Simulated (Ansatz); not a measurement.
## LiBr (Fm-3m): the PBE gap against the wavefunction cutoff

How far can the wavefunction cutoff be lowered for the gap of LiBr (Fm-3m)?

Main program and level: Ansatz 0.2.0; DFT, PBE, plane waves, PAW; PAW set soft_1.

**1. Set-up**

Symmetry: Fm-3m, No. 225, cubic system. Conventional cell: a = 5.501 Å, b = 5.501 Å, c = 5.501 Å, α = 90.00°, β = 90.00°, γ = 90.00°. Nearest to Li lie 6 Br at 2.75 Å. Nearest to Br lie 6 Li at 2.75 Å. Farther neighbours and most contacts between anions are not listed.

The cell and positions come from the Crystallography Open Database and are kept as given unless a step says otherwise.

**2. Wavefunction cutoff: 190 eV**

input.yaml

```yaml
crystal:
  lattice:
    - [0.0, 2.75065, 2.75065]
    - [2.75065, 0.0, 2.75065]
    - [2.75065, 2.75065, 0.0]
  atoms:
    - { symbol: Li, position: [0.0, 0.0, 0.0] }
    - { symbol: Br, position: [0.5, 0.5, 0.5] }
kpoints:
  mp_grid: { grid: [8, 8, 8] }
  band_path:
    path:
      - [0.0, 0.0, 0.0]
      - [0.5, 0.0, 0.5]
      - [0.625, 0.25, 0.625]
      - [0.375, 0.375, 0.75]
      - [0.5, 0.5, 0.5]
      - [0.5, 0.25, 0.75]
      - [0.075, 0.075, 0.15]
    npoints: 1
hamiltonian:
  xc: pbe
  pseudopotentials: { kind: paw, azcp: { folder: soft_1 } }
scf:
  occupations: { method: fermi_dirac, width: 0.02 }
  n_extra_bands: 4
  max_iter: 80
output:
  eigenvalues: true
basis:
  ecutwfc: 190.0
```

Started as:

```
$ ansatz run input.yaml --threads 24 --pin off --max-ram 82944MiB --backend cuda --events-out ev --progress --plain --runs-dir out --devices 1 --max-vram 78GiB
```

Numbers of over 12 decimals in the logs are rounded to 6 here.

The program printed:

```text
Warning: basis.ecutwfc = 190 eV is below the records' recommended 420 eV, and the density's cutoff is lower with it unless basis.ecutrho_ratio is high enough to keep the records' density cutoff: compare with a run at a higher cutoff
scf.n_extra_bands = 4 over 5 filled bands (N_el = 10.0): the run solves 9 bands
GPUs: using 1 of 1 available (devices: 1).
Engine: ansatz 0.2.0, aarch64-unknown-linux-gnu
Pseudopotentials: kind: paw
Pseudopotential: Li, paw, valence charge 3, recommended cutoff 420 eV (normal), soft_1/Li.paw.azcp
Pseudopotential: Br, paw, valence charge 7, recommended cutoff 420 eV (normal), soft_1/Br.paw.azcp
Functional definition: PBE
  parameter kappa = 0.804
  parameter beta = 0.066725
  exchange = pbe_x(kappa = kappa, mu = beta*pi^2/3)
  correlation = pbe_c(beta = beta)
device memory: the entry about to start is reckoned to put 0.6 GiB on a device that reports 165.5 GiB free (of which the cap on the GPU budget leaves the run 78.0 GiB)
GPU FFT provider: cuFFT
GPU libraries: cuBLAS 13.8.1, cuFFT 12.4.0, cuSOLVER 12.3.2
GPU matrix products: emulated (plane waves: as basis.precision tells), large ones in fixed point in workspaces of 1.00 GiB
Crystal: 2 atoms, lattice volume = 41.623 Å³
Basis set: ecut = 190 eV, 259 PW (Γ)
Bands: 9, of which v1, the nominal top of the filled ones, is band 5 counted from 1 (4 counted from 0)
Symmetry: 48 space group operations
Space group: Fm-3m (ITA 225), of the structure as read, at distance tolerance 3.5e-5 Å
k-points: 29 of 512
Non-local potential: Li, projectors of the file, l = 0: 3, l = 1: 2, l = 2: 1
Non-local potential: Br, projectors of the file, l = 0: 2, l = 1: 2, l = 2: 2
PAW form: soft (Blöchl's): semilocal exchange-correlation on the pseudo side does not see the compensation charge
PAW one-centre angular grid: Li, 110 points (default); XC on 96 Gauss nodes
PAW one-centre angular grid: Br, 110 points (default); XC on 64 Gauss nodes
Initial density: superposition of atomic densities (chi_scale 0.1, normalization cell, long waves kept (reshape's long-wave potential 0.00 eV rms))
Initial wavefunctions: pseudopotential atomic-orbital guess
GPU buffer pool allocated for 5832 grid points (all kernels)
GPU transforms: local potential and band sums: pruned to the plane-wave sphere, on 18×18×18
Functional: x = pbe(κ = 0.804, μ = 0.219515), c = pbe(β = 0.066725)
SCF iter   1: F=—  HF=-2989.797938 eV  |F-HF|=—  |Δ(HF+E_count)|=         —  Δρ=2.62e-2  dr2=2.03e-1  ethr=3.10e-3  ⟨swp⟩=5.0  Hψ=1651  notcnv=0
preconditioner: auto → none  [insulator: Δε(μ)=4.737 eV  Ē_g=12.548 eV  σ=0.020 eV  W_gap=1.00  n_scr=8 (ndim 8)  ℏωp=16.3 eV  f_vac=0.000  D(μ)=0.00/eV (n_scr^D=0)  ε∞_Penn≈2.7]
SCF iter   2: F=—  HF=-2989.778967 eV  |F-HF|=—  |Δ(HF+E_count)|=   1.90e-2  Δρ=1.22e-2  dr2=3.83e-2  ethr=2.03e-3  ⟨swp⟩=2.0  Hψ=609  notcnv=0
SCF iter   3: F=—  HF=-2989.783125 eV  |F-HF|=—  |Δ(HF+E_count)|=   4.16e-3  Δρ=2.59e-3  dr2=1.78e-3  ethr=3.83e-4  ⟨swp⟩=3.0  Hψ=464  notcnv=0
SCF iter   4: F=—  HF=-2989.783364 eV  |F-HF|=—  |Δ(HF+E_count)|=   2.39e-4  Δρ=2.54e-4  dr2=2.48e-5  ethr=1.78e-5  ⟨swp⟩=2.4  Hψ=465  notcnv=0
SCF iter   5: F=—  HF=-2989.783414 eV  |F-HF|=—  |Δ(HF+E_count)|=   5.02e-5  Δρ=1.78e-5  dr2=1.23e-7  ethr=2.48e-7  ⟨swp⟩=2.0  Hψ=357  notcnv=0
SCF iter   6: F=-2989.783414 eV  HF=-2989.783414 eV  |F-HF|=9.25e-10  |Δ(HF+E_count)|=   1.80e-7  Δρ=1.19e-6  dr2=3.54e-10  ethr=1.00e-9  ⟨swp⟩=3.0  Hψ=1251  notcnv=0
SCF 1 converged in 6 iterations: F = -2989.783414 eV  dr2 = 3.54e-10
[...]
device memory: the entry about to start is reckoned to put 1.3 GiB on a device that reports 165.4 GiB free (of which the cap on the GPU budget leaves the run 78.0 GiB)
NSCF: frozen V_eff on 7 k-points
SCF converged after 6 iterations
Free energy (F): -2989.783414 eV
Harris-Foulkes:  -2989.783414 eV  (|F-HF|=9.25e-10)
Internal energy: -2989.783414 eV  (E = F + TS)
E sigma→0 (E₀):  -2989.783414 eV
Fermi energy:    4.602375 eV
--- Per-component energies (eV) ---
  E_band       = -102.245101
  E_kinetic    = 146.583254
  E_local      = -297.774322  (includes V_loc(G=0)·N_el)
  E_nonlocal   = 33.785014
  E_hartree    = 80.333004
  E_xc         = -206.158913
  E_vxc        = -120.964376  (∫ρ·V_xc dr)
  E_paw        = -2338.634775  (= ΣΔE_a)
  E_vpaw       = -24.548963  (= ΣTr[D̂ρ^β])
  E_aug_tail   = 0.008429  (compensation charges beyond the density's cutoff)
  E_ewald      = -407.925104
  E_smearing   = -0.000000  (= −TS)
  E_closure    = -0.000000  (closes the sum)
  Σ components = -2989.783414   (vs F -2989.783414, Δ=0.00e0)
--- Band table (eV; the first three rows and the last of 29) ---
  k-point 0: bands = ["-42.7498", "-11.0749", "2.0089", "2.0089", "2.0089", "7.1440", "12.5685", "12.5685", "12.5685"]
  k-point 1: bands = ["-42.7526", "-11.0234", "1.4361", "1.9666", "1.9666", "7.6596", "11.8325", "12.3863", "12.3863"]
  k-point 2: bands = ["-42.7389", "-10.8203", "0.3763", "1.8725", "1.8725", "8.1415", "11.2561", "11.2561", "11.8375"]
  k-point 28: bands = ["-42.7395", "-10.3720", "-0.1110", "-0.1110", "0.8891", "10.1705", "10.6639", "11.5071", "11.5071"]
```

Elapsed: 1.4 s, on 1 × NVIDIA GB200 (shared by 2 runs) with 24 threads of Arm Neoverse V2, shared host; peak memory 0.97 GiB.

Numbers from this step:

* gap: 5.129 eV
* valence top at: k = (0.075, 0.075, 0.150)
* conduction bottom at: Γ
* least direct gap: 5.135 eV

The gap is indirect, with the least direct gap 0.006 eV higher.

**3. Wavefunction cutoff: 290 eV**

Changes to input.yaml since step 2:

```diff
@@ -24,3 +24,3 @@
 scf:
-  occupations: { method: fermi_dirac, width: 0.02 }
+  occupations: { method: fixed }
   n_extra_bands: 4
@@ -30,2 +30,2 @@
 basis:
-  ecutwfc: 190.0
+  ecutwfc: 290.0
```

The program printed:

```text
[...]
GPUs: using 1 of 1 available (devices: 1).
[...]
GPU FFT provider: cuFFT
GPU libraries: cuBLAS 13.8.1, cuFFT 12.4.0, cuSOLVER 12.3.2
[...]
Crystal: 2 atoms, lattice volume = 41.623 Å³
Basis set: ecut = 290 eV, 459 PW (Γ)
Bands: 9, of which v1, the nominal top of the filled ones, is band 5 counted from 1 (4 counted from 0)
Symmetry: 48 space group operations
[...]
SCF 1 converged in 6 iterations: F = -2990.932539 eV  dr2 = 3.57e-9
[...]
NSCF: frozen V_eff on 7 k-points
SCF converged after 6 iterations
Free energy (F): -2990.932539 eV
[...]
Internal energy: -2990.932539 eV  (E = F + TS)
E sigma→0 (E₀):  -2990.932539 eV
Fermi energy:    2.046581 eV
[...]
--- Band table (eV; the first three rows and the last of 29) ---
[...]
```

Run time: 1.2 s. Hardware: 1 × NVIDIA GB200 (shared by 2 runs) with 24 threads; peak memory 0.97 GiB; 1.6 s of CPU time.

Numbers from this step:

```
gap                  : 4.957 eV
valence top at       : k = (0.075, 0.075, 0.150)
conduction bottom at : Γ
least direct gap     : 4.962 eV
```

The gap is 4.957 eV, −0.173 eV from the run before at this level.

**4. Wavefunction cutoff: 420 eV (the default)**

input.yaml, the sections that differ from step 3:

```yaml
kpoints:
  mp_grid: { grid: [8, 8, 8] }
  band_path:
    path:
      - [[0.0, 0.0, 0.0], [0.5, 0.0, 0.5], [0.625, 0.25, 0.625]]
      - [[0.375, 0.375, 0.75], [0.0, 0.0, 0.0], [0.5, 0.5, 0.5], [0.5, 0.25, 0.75], [0.5, 0.0, 0.5]]
    npoints: 10
scf:
  occupations: { method: fermi_dirac, width: 0.02 }
  n_extra_bands: 4
# crystal, hamiltonian, output: as in step 3
# basis: removed
```

The program printed:

```text
[...]
GPUs: using 1 of 1 available (devices: 1).
[...]
GPU FFT provider: cuFFT
GPU libraries: cuBLAS 13.8.1, cuFFT 12.4.0, cuSOLVER 12.3.2
[...]
Crystal: 2 atoms, lattice volume = 41.623 Å³
Basis set: ecut = 420 eV, 869 PW (Γ)
Bands: 9, of which v1, the nominal top of the filled ones, is band 5 counted from 1 (4 counted from 0)
Symmetry: 48 space group operations
[...]
SCF 1 converged in 6 iterations: F = -2990.973587 eV  dr2 = 3.68e-9
[...]
NSCF: frozen V_eff on 62 k-points, pencils in batches of 32, up to order 44
SCF converged after 6 iterations
Free energy (F): -2990.973587 eV
[...]
Internal energy: -2990.973587 eV  (E = F + TS)
E sigma→0 (E₀):  -2990.973587 eV
Fermi energy:    4.544423 eV
[...]
--- Band table (eV; the first three rows and the last of 29) ---
[...]
```

Elapsed: 1.5 s, on 1 × NVIDIA GB200 (shared by 2 runs) with 24 threads; peak memory 0.99 GiB.

This step gave:

```
gap                  : 4.933 eV
valence top at       : k = (0.075, 0.075, 0.150)
conduction bottom at : Γ
least direct gap     : 4.939 eV
```

The gap is 4.933 eV, −0.023 eV from the run before at this level.

**5. Wavefunction cutoff: 630 eV**

input.yaml, the sections that differ from step 4:

```yaml
kpoints:
  mp_grid: { grid: [8, 8, 8] }
  band_path:
    path:
      - [0.0, 0.0, 0.0]
      - [0.5, 0.0, 0.5]
      - [0.625, 0.25, 0.625]
      - [0.375, 0.375, 0.75]
      - [0.5, 0.5, 0.5]
      - [0.5, 0.25, 0.75]
      - [0.075, 0.075, 0.15]
    npoints: 1
scf:
  occupations: { method: fixed }
  n_extra_bands: 4
  max_iter: 80
basis:
  ecutwfc: 630.0
# crystal, hamiltonian, output: as in step 4
```

The program printed:

```text
[...]
GPUs: using 1 of 1 available (devices: 1).
[...]
GPU FFT provider: cuFFT
GPU libraries: cuBLAS 13.8.1, cuFFT 12.4.0, cuSOLVER 12.3.2
[...]
Crystal: 2 atoms, lattice volume = 41.623 Å³
Basis set: ecut = 630 eV, 1459 PW (Γ)
Bands: 9, of which v1, the nominal top of the filled ones, is band 5 counted from 1 (4 counted from 0)
Symmetry: 48 space group operations
[...]
SCF 1 converged in 6 iterations: F = -2990.974066 eV  dr2 = 1.22e-9
[...]
SCF converged after 6 iterations
Free energy (F): -2990.974066 eV
[...]
Internal energy: -2990.974066 eV  (E = F + TS)
E sigma→0 (E₀):  -2990.974066 eV
Fermi energy:    2.048569 eV
[...]
--- Band table (eV; the first three rows and the last of 29) ---
[...]
```

Run time: 1.1 s. Hardware: 1 × NVIDIA GB200 (shared by 2 runs) with 24 threads; peak memory 0.93 GiB; 1.7 s of CPU time.

Numbers from this step:

| Quantity | Value |
| --- | --- |
| gap | 4.934 eV |
| valence top at | k = (0.075, 0.075, 0.150) |
| conduction bottom at | Γ |
| least direct gap | 4.939 eV |

The gap is 4.934 eV, as in the run before at this level.

**6. The series**

Differences are against the last row; a negative gap means that bands overlap, and a run with a band path holds that path's time. Times are wall times on 1 × NVIDIA GB200 (shared by 2 runs) with 24 threads of Arm Neoverse V2, shared host, good to a factor of about two.

```tsv
wavefunction cutoff	gap (eV)	direct gap (eV)	gap error (eV)	energy error (meV/atom)	irreducible k	time
190 eV	5.129	5.135	+0.196	+595.3	29	1.4 s
290 eV	4.957	4.962	+0.023	+20.8	29	1.2 s
420 eV	4.933	4.939	−0.0002	+0.2	29	1.5 s
630 eV	4.934	4.939	+0.000	+0.0	29	1.1 s
```

**7. What came out**

```yaml
190_ev: 5.129 eV
290_ev: 4.957 eV
420_ev: 4.933 eV
630_ev: 4.934 eV
```

What this shows: The gap holds to 0.02 eV from 420 eV on. At 190 eV the gap is off by +0.196 eV and the energy by +595 meV/atom.

[Paths, hosts, dates, memory and timing lines, banners, echoed tables and standing remarks are left out of the program output.]

[Logs are printed without paths, hosts, clocks, repeated set-up lines and the standing remarks that a program may print on its own settings, such as how far it seeks lower states.]

[Runs of the session that timed out or met a known fault of the program may be left out.]

[Cells called generated may have been cut or substituted from an entry of the Crystallography Open Database or the Materials Project.]

[Hosts, paths, dates, database ids (printed as entryN), source tags and the programs' standing remarks are cut or masked in the printed files.]
